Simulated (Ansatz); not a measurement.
# Pressure coefficients of Eu

```cif
data_structure
_symmetry_space_group_name_H-M 'Im-3m'
_symmetry_Int_Tables_number 229
_cell_length_a 4.5510
_cell_length_b 4.5510
_cell_length_c 4.5510
_cell_angle_alpha 90.000
_cell_angle_beta 90.000
_cell_angle_gamma 90.000
_cell_volume 94.26
loop_
_atom_site_label
_atom_site_type_symbol
_atom_site_symmetry_multiplicity
_atom_site_Wyckoff_symbol
_atom_site_fract_x
_atom_site_fract_y
_atom_site_fract_z
_atom_site_occupancy
Eu1 Eu 2 a 0.00000 0.00000 0.00000 1
```

The runs use the primitive cell with vectors (-2.276, 2.276, 2.276), (2.276, -2.276, 2.276), (2.276, 2.276, -2.276) Å, to which the k mesh refers.

The structure is an experimental refinement, used without relaxation.

Semilocal functionals without a Hubbard term describe localised f shells poorly; where the shell is localised, the real material differs.

Other magnetic orders may lie lower; this is the state that the run reached.

No spin–orbit coupling, which matters for the heavy atoms here.

All numbers below come from DFT, PBE, all-electron LAPW, scalar-relativistic (Ansatz 0.2.0).

The runs use a Γ-centred 11×11×11 k mesh, Fermi–Dirac smearing of 0.03 eV, basis error target 0.5 meV/atom, spin-polarised from start moments Eu 7 μB.

The cell is scaled evenly with fractional coordinates held.

| V/V(cell) | P (GPa) | cell moment (μB) |
| --- | --- | --- |
| 0.9800 | -1.03 | 7.266 |
| 1.0000 | -1.22 | 7.281 |
| 1.0200 | -1.40 | 7.301 |
| 1.0600 | -1.69 | 7.347 |

From the rows at 0.9800 and 1.0200, what is the bulk modulus at the cell's volume?

B = −ΔP/Δln V = −[(-1.40) − (-1.03)]/0.04001 = 9.2 GPa. This is the modulus at -1.22 GPa, not at zero pressure.

In a magnetic metal the moment, and with it the modulus, depend on the k mesh by some per cent, and the slopes vary along the table.

How does the moment scale with volume?

dln M/dln V = ln(7.301/7.266)/0.04001 = 0.12: expansion raises it.

Predict the row at V/V(cell) = 0.9405. How far is a linear estimate of P off?

P = -0.59 GPa, moment 7.242 μB. The linear estimate P(cell) − B ln(V/V(cell)) = -0.66 GPa misses by 0.07 GPa, since the modulus grows under compression.
